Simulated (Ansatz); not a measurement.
Ga: zone-centre modes under pressure

Ga, C2/c, a = 2.709 Å, b = 7.813 Å, c = 3.283 Å, β = 93.4°. This isn't the element's structure at ambient conditions. Ansatz: LDA, PAW, 420 eV, Γ-centred 16×16×12 mesh on 2 atoms, Fermi-Dirac smearing 0.15 eV; no spin polarisation. Cell and atoms are relaxed at each pressure with the symmetry kept; optical modes at Γ by linear response, in cm⁻¹, matched by rank (the highest 3 distinct ones).

```tsv
P (GPa)	V (Å³/atom)	ω1	ω2	ω3
0	17.338	46.9	125.9	196.1
3	16.639	52.0	136.4	212.3
10	15.470	?	?	?
```

Question: Get each mode's Grüneisen parameter γ = −d ln ω/d ln V from the other rows and predict the missing frequencies.

Answer: ln(V/V0) = 0.0000, -0.0412, -0.1140; a line through ln(ω/ω0) of the 2 known rows gives ω1: γ = 2.505, predicted 62.4, computed 61.9; ω2: γ = 1.944, predicted 157.1, computed 155.9; ω3: γ = 1.927, predicted 244.3, computed 242.0. The worst miss is 0.9 %, or 5 % of the shift under pressure, so a constant γ serves at that level. In a metal these frequencies hang on the mesh and smearing.